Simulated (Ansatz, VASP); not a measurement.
Given: the input of a run of VASP 6.6.1 on TiSi2.

File INCAR:

```
SYSTEM = TiSi2
ALGO     = Normal         ! electronic algorithm
EDIFF    = 1E-7           ! SCF threshold, eV
ENCUT    = 520            ! plane-wave cutoff, eV
GGA      = PE             ! functional
ISIF     = 2              ! what is computed and relaxed
ISMEAR   = -1             ! smearing method
LASPH    = .TRUE.         ! aspherical terms in the spheres
LCHARG   = .FALSE.        ! write CHGCAR
LREAL    = .FALSE.        ! projectors in reciprocal space
LWAVE    = .FALSE.        ! write WAVECAR
NBANDS   = 17             ! bands
NELM     = 80             ! most SCF steps
PREC     = Accurate       ! precision mode
SIGMA    = 0.05           ! smearing width, eV
```

Contents of KPOINTS:

```
k-points
0
G
  7 7 10
  0 0 0
```

Contents of POSCAR:

```
TiSi2
1.0
    4.3746400000      0.0000000000      0.0000000000
   -2.1873200000      3.7885500000      0.0000000000
    0.0000000000      0.0000000000      2.5610100000
Ti Si
1 2
Direct
   -0.0001870000     -0.0028890000      0.0167320000
    0.3359510000      0.6782800000      0.4893240000
    0.6643630000      0.3316790000      0.4994970000
```

Potentials or basis: VASP PAW PBE potentials, release 64 (Ti_sv, Si).

The run is started by

```console
$ cat potpaw_PBE.64/Ti_sv/POTCAR potpaw_PBE.64/Si/POTCAR > POTCAR
$ mpirun -np 1 vasp_std > vasp.out
```

Problem. Set up the same calculation for Ansatz 0.2.0. Potentials there: Ansatz PAW.

Solution. As run (the cutoff follows the program's own potentials):

Contents of input.yaml:

```yaml
crystal:
  lattice:
    - [4.37464, 0.0, 0.0]
    - [-2.18732, 3.78855, 0.0]
    - [0.0, 0.0, 2.56101]
  atoms:
    - { symbol: Ti, position: [-0.000187, -0.002889, 0.016732] }
    - { symbol: Si, position: [0.335951, 0.67828, 0.489324] }
    - { symbol: Si, position: [0.664363, 0.331679, 0.499497] }
hamiltonian:
  xc: pbe
  pseudopotentials: { kind: paw }
kpoints:
  mp_grid: { grid: [7, 7, 10] }
scf:
  occupations: { method: fermi_dirac, width: 0.05 }
output:
  forces: true
  stress: true
  eigenvalues: true
```

Potentials or basis: Ansatz PAW.

Run with:

```bash
$ ansatz run input.yaml --threads 1 --pin off --max-ram 3584MiB --backend cpu --events-out ev --progress --plain --runs-dir out
```

Both were run:

|  | VASP | Ansatz | Ansatz less VASP |
| --- | --- | --- | --- |
| gap on the k mesh at the Fermi level (eV) | none | none | - |
| pressure (GPa) | 0.1 | 0.2 | +0.08 |
| largest component of the traceless stress (GPa) | 1.21 | 1.23 | +0.015 |
| rms of the force components (eV/Å) | 0.164 | 0.164 | +0.0001 |

Atom by atom the forces differ by 0.000 eV/Å (rms over components). A gap of «none» marks a metal or a gap that the smearing closes.
